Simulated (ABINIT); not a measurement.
Planning a run of ABINIT 10.8.3 on LiCl (Fm-3m). The input:

```
acell 3*1.0 Angstrom
rprim 
  0.000000000000 2.571500000000 2.571500000000
  2.571500000000 0.000000000000 2.571500000000
  2.571500000000 2.571500000000 -0.000000000000
ntypat 2
znucl 3 17
natom 2
typat 1 2
xred 
  0.000000000000 0.000000000000 0.000000000000
  0.500000000000 0.500000000000 0.500000000000
pp_dirpath "pseudos"
pseudos "Li.upf, Cl.upf"
ecut 33
ngkpt 6 6 6
nshiftk 1
shiftk 0 0 0
kptopt 1
chksymbreak 0
istwfk *1
occopt 1
irdwfk 1
optdriver 99
bs_calctype 1
mbpt_sciss 2.723 eV
bs_loband 3
nband 8
bs_exchange_term 1
bs_coulomb_term 21
bs_coupling 0
bs_algorithm 2
bs_freq_mesh 0 15 0.1 eV
zcut 0.15 eV
ecuteps 4
ecutwfn 16.5
inclvkb 2
mdf_epsinf 2.95
irdden 1
bs_haydock_niter 300
bs_haydock_tol -0.02 0
indata_prefix "in"
outdata_prefix "out"
tmpdata_prefix "tmp"
```

```sh
OMP_NUM_THREADS=1 mpirun -n 8 abinit run.abi > log
```

Q: How long will it take on 8 MPI ranks of AMD EPYC 7B13 (Zen 3), shared host, and how much memory?

It took 17 s; on shared hardware allow 8.4 s to 34 s. Peak host memory was 0.71 GiB.

The kernel grows as the square of the matrix size, and full diagonalisation as its cube.

[Paths, hosts, dates, memory and timing lines, banners, echoed tables and standing remarks are left out of the program output.]

[Logs are printed without paths, hosts, clocks, repeated set-up lines and the standing remarks that a program may print on its own settings, such as how far it seeks lower states.]

[Runs of the session that timed out or met a known fault of the program may be left out.]

[Hosts, paths, dates, database ids (printed as entryN), source tags and the programs' standing remarks are cut or masked in the printed files.]

[G0W0 gaps are taken among the corrected bands and points alone; a level outside them can change the order at an edge.]

[Where Ansatz stands beside ABINIT at settings called matched, ABINIT's density can come from a denser mesh and the files from another edition; pairs whose starting gaps differed by over 0.03 eV were left out, so agreement reads better than it is.]
